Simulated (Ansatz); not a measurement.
A run of Ansatz 0.2.0 is set up as follows.

File input.yaml:

```yaml
crystal:
  lattice:
    - [-1.8921, 1.8921, 4.7573]
    - [1.8921, -1.8921, 4.7573]
    - [1.8921, 1.8921, -4.7573]
  atoms:
    - { symbol: Ti, position: [0.75, 0.25, 0.5] }
    - { symbol: Ti, position: [0.0, 0.0, 0.0] }
    - { symbol: O, position: [0.7919, 0.7919, 0.0] }
    - { symbol: O, position: [0.5419, 0.0419, 0.5] }
    - { symbol: O, position: [0.9581, 0.4581, 0.5] }
    - { symbol: O, position: [0.2081, 0.2081, 0.0] }
hamiltonian:
  xc: blyp
  pseudopotentials: { kind: paw }
  dispersion: d4
kpoints:
  mp_grid: { grid: [10, 10, 10] }
scf:
  occupations: { method: fermi_dirac, width: 0.05 }
output:
  forces: true
  stress: true
relax:
  f_tol: 0.01
  max_steps: 40
  cell: { stress_tol: 0.05 }
```

Potentials or basis: Ansatz PAW.

Launch:

```console
$ ansatz run input.yaml --threads 2 --pin off --max-ram 5632MiB --backend cpu --events-out ev --progress --plain --runs-dir out
```

Estimate the relaxed cell.

a = 5.515 Å, b = 5.515 Å, c = 5.515 Å, α = 139.81°, β = 139.81°, γ = 58.14°.

Estimate the relaxed volume.

11.54 Å³/atom.

Final structure:
```yaml
crystal:
  lattice:
    - [-1.89471, 1.89471, 4.81994]
    - [1.89471, -1.89471, 4.81994]
    - [1.89471, 1.89471, -4.81994]
  atoms:
    - { symbol: Ti, position: [0.75000, 0.25000, 0.50000] }
    - { symbol: Ti, position: [0.00000, 0.00000, 0.00000] }
    - { symbol: O, position: [0.79234, 0.79234, 0.00000] }
    - { symbol: O, position: [0.54234, 0.04234, 0.50000] }
    - { symbol: O, position: [0.95766, 0.45766, 0.50000] }
    - { symbol: O, position: [0.20766, 0.20766, 0.00000] }
```

Caveat: the pressure holds a Pulay correction of +0.8 GPa for the finite cutoff; the PAW data sets come from PBE, with cores solved anew for the run's functional, which leaves a small shift of forces and pressure. Zero-point motion and thermal expansion aren't in these numbers.
